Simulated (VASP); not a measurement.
# SiC (P6_3mc) in VASP: a series of runs, part 2 of 2

VASP 6.6.1. The steps go on from the part before.

### Step 3. Relaxation of cell and atoms, PBE

This run uses another cell than the first one, of 10.49 Å³/atom, 1.015 times its volume.

INCAR reads:

```
PREC = Accurate
ENCUT = 520
EDIFF = 1E-7
ISMEAR = 0
SIGMA = 0.02
LREAL = False
LASPH = True
NELM = 100
ALGO = Fast
ISIF = 3
LWAVE = False
LCHARG = False
GGA = PE
IBRION = 2
NSW = 80
EDIFFG = -0.002
```

KPOINTS reads:

```
regular mesh
0
Gamma
  3 3 1
```

POSCAR reads:

```
SiC                                     
1.0
    3.1420469008      0.0000000000     -0.0000000000
   -1.5710234504      2.7210924338      0.0000000000
    0.0000000000      0.0000000000      4.9099193015
  Si              C             
     2     2
Direct
     0.3333333300000021    0.6666666699999979    0.9973078293050955
     0.6666666699999979    0.3333333300000021    0.4973078293050955
     0.3333333300000021    0.6666666699999979    0.3876921706949025
     0.6666666699999979    0.3333333300000021    0.8876921706949025
```

Potentials or basis: VASP PAW PBE potentials, release 64 (Si, C).

On the command line:

```sh
cat potpaw_PBE.64/Si/POTCAR potpaw_PBE.64/C/POTCAR > POTCAR
mpirun -np 4 vasp_std > vasp.out
```

OUTCAR:

```text
PREC = Accurate
   ENCUT = 520
   EDIFF = 1E-7
   ISMEAR = 0
   LREAL = False
   LASPH = True
   NELM = 100
   ISIF = 3
   GGA = PE
   IBRION = 2
   NSW = 80
   EDIFFG = -0.002

 ion  position               nearest neighbor table
   1  0.333  0.667  0.997-   4 1.89   4 1.89   4 1.89   3 1.92   2 3.05   2 3.05   2 3.05   2 3.05
                             2 3.05   2 3.05
   2  0.667  0.333  0.497-   3 1.89   3 1.89   3 1.89   4 1.92   1 3.05   1 3.05   1 3.05   1 3.05
                             1 3.05   1 3.05
   3  0.333  0.667  0.388-   2 1.89   2 1.89   2 1.89   1 1.92
   4  0.667  0.333  0.888-   1 1.89   1 1.89   1 1.89   2 1.92

  LATTYP: Found a hexagonal cell.
 ALAT       =     3.1420469008
 C/A-ratio  =     1.5626499083

  Lattice vectors:

 A1 = (   3.1420469008,   0.0000000000,   0.0000000000)
 A2 = (  -1.5710234504,   2.7210924338,   0.0000000000)
 A3 = (   0.0000000000,   0.0000000000,   4.9099193015)

Analysis of symmetry for initial positions (statically):
=====================================================================
 Subroutine PRICEL returns:
 Original cell was already a primitive cell.

 Routine SETGRP: Setting up the symmetry group for a
 hexagonal supercell.

 Subroutine GETGRP returns: Found 12 space group operations
 (whereof  6 operations were pure point group operations)
 out of a pool of 24 trial point group operations.

The static configuration has the point symmetry C_3v.
 The point group associated with its full space group is C_6v.

Analysis of symmetry for dynamics (positions and initial velocities):
=====================================================================
 Subroutine PRICEL returns:
 Original cell was already a primitive cell.

 Routine SETGRP: Setting up the symmetry group for a
 hexagonal supercell.

 Subroutine GETGRP returns: Found 12 space group operations
 (whereof  6 operations were pure point group operations)
 out of a pool of 24 trial point group operations.

The dynamic configuration has the point symmetry C_3v.
 The point group associated with its full space group is C_6v.

 Subroutine INISYM returns: Found 12 space group operations
 (whereof  6 operations are pure point group operations),
 and found     1 'primitive' translations

----------------------------------------------------------------------------------------

                                     Primitive cell

  volume of cell :      41.9788

  direct lattice vectors                    reciprocal lattice vectors
     3.142046901  0.000000000  0.000000000     0.318263868  0.183749730  0.000000000
    -1.571023450  2.721092434  0.000000000     0.000000000  0.367499460  0.000000000
     0.000000000  0.000000000  4.909919302     0.000000000  0.000000000  0.203669335

  length of vectors
     3.142046901  3.142046899  4.909919302     0.367499460  0.367499460  0.203669335

  position of ions in fractional coordinates (direct lattice)
     0.333333330  0.666666670  0.997307829
     0.666666670  0.333333330  0.497307829
     0.333333330  0.666666670  0.387692171
     0.666666670  0.333333330  0.887692171

  ion indices of the primitive-cell ions
   primitive index   ion index
                 1           1
                 2           2
                 3           3
                 4           4

[... 39 lines left out ...]
 SYSTEM =  unknown system
   PREC   = accura    normal or accurate (medium, high low for compatibility)
   ISTART =      0    job   : 0-new  1-cont  2-samecut
   ICHARG =      2    charge: 1-file 2-atom 10-const
   ISPIN  =      1    spin polarized calculation?
   LNONCOLLINEAR =      F non collinear calculations
   LSORBIT =      F    spin-orbit coupling
   LASPH  =      T    aspherical Exc in radial PAW
   ENCUT  =  520.0 eV  38.22 Ry    6.18 a.u.   5.84  5.84  9.13*2*pi/ulx,y,z
   NELM   =    100;   NELMIN=  2; NELMDL= -5     # of ELM steps
   EDIFF  = 0.1E-06   stopping-criterion for ELM
   LREAL  =      F    real-space projection
   EDIFFG = -.2E-02   stopping-criterion for IOM
   NSW    =     80    number of steps for IOM
   IBRION =      2    ionic relax: 0-MD 1-quasi-New 2-CG
   NFREE  =      1    steps in history (QN), initial steepest desc. (CG)
   ISIF   =      3    stress and relaxation
   ISYM   =      2    0-nonsym 1-usesym 2-fastsym
   POTIM  = 0.5000    time-step for ionic-motion
   TEBEG  =    0.0;   TEEND  =   0.0 temperature during run
   PSTRESS=    0.0 pullay stress
   NELECT =      16.0000    total number of electrons
   NUPDOWN=      -1.0000    fix difference up-down
   EMIN   =  10.00;   EMAX   =-10.00  energy-range for DOS
   EFERMI =   0.00;   METHOD = LEGACY
   ISMEAR =     0;   SIGMA  =   0.02  broadening in eV -4-tet -1-fermi 0-gaus
   EFERMI_NEDOS =   21; number of points for ismear=-14 and -15
   IALGO  =     68    algorithm
   IMIX   =      4    mixing-type and parameters
     AMIX     =   0.40;   BMIX     =  1.00
     AMIX_MAG =   1.60;   BMIX_MAG =  1.00
  volume/ion in A,a.u.               =      10.49        70.82
  Fermi-wavevector in a.u.,A,eV,Ry     =   1.186965  2.243039 19.169069  1.408887
  Thomas-Fermi vector in A             =   2.323127
   LORBIT       =      0    0 simple, 1 ext, 2 COOP (PROOUT), +10 PAW based schemes
   GGA     = PE    functional components
   LHFCALC =     F    Hartree Fock is set to
   AEXX    =    0.0000 exact exchange contribution
   IVDW    =     0    specifies the selected vdW correction
   LEPSILON=     F    determine dielectric tensor
   LRPA    =     F    only Hartree local field effects (RPA)
 conjugate gradient relaxation of ions
 non-spin polarized calculation
 RMM-DIIS sequential band-by-band and
 Gauss-broadening in eV      SIGMA  =   0.02
  energy-cutoff  :      520.00
  volume of cell :       41.98
 maximum number of plane-waves:      1152
 NGX is ok and might be reduce to    24
   NGX = 11   NGY = 11   NGZ = 19

 number of electron      16.0000001 magnetization

 Free energy of the ion-electron system (eV)
  ---------------------------------------------------
  ext. energy  EPLUGINS =         0.00000000
  ---------------------------------------------------
  free energy    TOTEN  =       -30.13649041 eV

  energy without entropy =      -30.13649041  energy(sigma->0) =      -30.13649041

 E-fermi :   8.7117     XC(G=0): -11.2642

 val. band max:        8.5845794602   @ k =   0.0000   0.0000   0.0000
 cond. band min:      10.8357042326   @ k =   0.3333   0.3333   0.0000
 fundamental gap:      2.2511247725
 Fermi energy:         8.7116586262

 k-point     1 :       0.0000    0.0000    0.0000
  band No.  band energies     occupation
      1      -7.3301      2.00000
      2      -3.4781      2.00000
      3      -0.2094      2.00000
      4       6.4344      2.00000
      5       6.4344      2.00000
      6       7.9554      2.00000
      7       7.9554      2.00000
      8       8.5846      2.00000
      9      11.9780      0.00000
     10      14.2895      0.00000
     11      14.2895      0.00000
     12      14.4880      0.00000
[... 16 lines left out ...]
 k-point     3 :       0.3333    0.3333    0.0000
  band No.  band energies     occupation
      1      -3.0210      2.00000
      2      -3.0210      2.00000
      3       1.3677      2.00000
      4       1.9667      2.00000
      5       1.9667      2.00000
      6       4.2258      2.00000
      7       4.2258      2.00000
      8       4.4854      2.00000
      9      10.8357      0.00000
     10      16.0397      0.00000
     11      16.8310      0.00000
     12      16.9098      0.00000

------------------------ aborting loop because EDIFF is reached ----------------------------------------

  FORCE on cell =-STRESS in cart. coord.  units (eV):
  Direction    XX          YY          ZZ          XY          YZ          ZX
  --------------------------------------------------------------------------------------
  -------------------------------------------------------------------------------------
  Total       -0.0069671     -0.0069671     -0.0070823      0.0000000      0.0000000      0.0000000
  in kB       -0.2659098     -0.2659098     -0.2703047      0.0000000      0.0000000      0.0000000
  external PRESSURE =      -0.2673748 kB  Pullay stress =       0.0000000 kB

 VOLUME and BASIS-vectors are now :
 -----------------------------------------------------------------------------
  energy-cutoff  :      520.00
  volume of cell :       41.98
      direct lattice vectors                 reciprocal lattice vectors
     3.142046901  0.000000000  0.000000000     0.318263868  0.183749730  0.000000000
    -1.571023450  2.721092434  0.000000000     0.000000000  0.367499460  0.000000000
     0.000000000  0.000000000  4.909919302     0.000000000  0.000000000  0.203669335

 POSITION                                       TOTAL-FORCE (eV/Angst)
 -----------------------------------------------------------------------------------
     -0.00000      1.81406      4.89670         0.000000     -0.000000     -0.000130
      1.57102      0.90703      2.44174        -0.000000      0.000000     -0.000130
     -0.00000      1.81406      1.90354         0.000000      0.000000      0.000130
      1.57102      0.90703      4.35850        -0.000000     -0.000000      0.000130
 -----------------------------------------------------------------------------------
    total drift:                               -0.000004      0.000002      0.000174

  FREE ENERGIE OF THE ION-ELECTRON SYSTEM (eV)
  ---------------------------------------------------
  free  energy   TOTEN  =       -30.1364904052 eV

  energy  without entropy=      -30.1364904052  energy(sigma->0) =      -30.13649041

 reached required accuracy - stopping structural energy minimisation
```

OSZICAR:

```text
N       E                     dE             d eps       ncg     rms          rms(c)
DAV:   1     0.349979348100E+02    0.34998E+02   -0.70850E+03    72   0.117E+03
DAV:   2    -0.302682051653E+02   -0.65266E+02   -0.56970E+02    92   0.183E+02
DAV:   3    -0.338197242604E+02   -0.35515E+01   -0.35213E+01    92   0.446E+01
DAV:   4    -0.338679580899E+02   -0.48234E-01   -0.48215E-01    84   0.590E+00
DAV:   5    -0.338688387746E+02   -0.88068E-03   -0.88060E-03    92   0.783E-01    0.123E+01
RMM:   6    -0.301688582542E+02    0.37000E+01   -0.95801E+00    72   0.183E+01    0.556E+00
RMM:   7    -0.301812604026E+02   -0.12402E-01   -0.33909E+00    72   0.122E+01    0.266E+00
RMM:   8    -0.301485731357E+02    0.32687E-01   -0.36058E-01    72   0.452E+00    0.725E-01
RMM:   9    -0.301372019037E+02    0.11371E-01   -0.22010E-02    72   0.146E+00    0.243E-01
RMM:  10    -0.301367930045E+02    0.40890E-03   -0.20267E-02    72   0.890E-01    0.155E-01
RMM:  11    -0.301365526075E+02    0.24040E-03   -0.40290E-03    72   0.450E-01    0.479E-02
RMM:  12    -0.301365604855E+02   -0.78780E-05   -0.38844E-04    73   0.160E-01    0.445E-02
RMM:  13    -0.301364923245E+02    0.68161E-04   -0.44730E-04    72   0.128E-01    0.134E-02
RMM:  14    -0.301364897849E+02    0.25397E-05   -0.38201E-05    72   0.561E-02    0.660E-03
RMM:  15    -0.301364904296E+02   -0.64474E-06   -0.65898E-06    73   0.200E-02    0.567E-03
RMM:  16    -0.301364904052E+02    0.24370E-07   -0.90023E-07    67   0.753E-03
   1 F= -.30136490E+02 E0= -.30136490E+02  d E =-.301365E+02
```

It took 2.5 s on 4 MPI ranks of AMD EPYC 7R13 (Zen 3), shared host; peak memory 0.08 GiB.

Results:

| Quantity | Value |
| --- | --- |
| Free energy | -30.1365 eV |
| Pressure after relaxing | 0.0 GPa |
| Band gap on the k mesh | 2.25 eV, indirect (least direct gap 3.39 eV) |

Final structure:
```xyz
4
Lattice="3.1420 0.0000 0.0000 -1.5710 2.7211 0.0000 0.0000 0.0000 4.9099" Properties=species:S:1:pos:R:3 pbc="T T T"
Si    0.0000    1.8141    4.8967
Si    1.5710    0.9070    2.4417
C     0.0000    1.8141    1.9035
C     1.5710    0.9070    4.3585
```

Caveat: the k mesh is coarse (spacing up to 1.28 Å⁻¹), so the values aren't converged; the relaxation stopped at its first step, so nothing moved; an odd mesh through Γ misses points on the zone boundary, where band edges often lie. A hybrid or GW would open this gap; PBE tends to underestimate it.
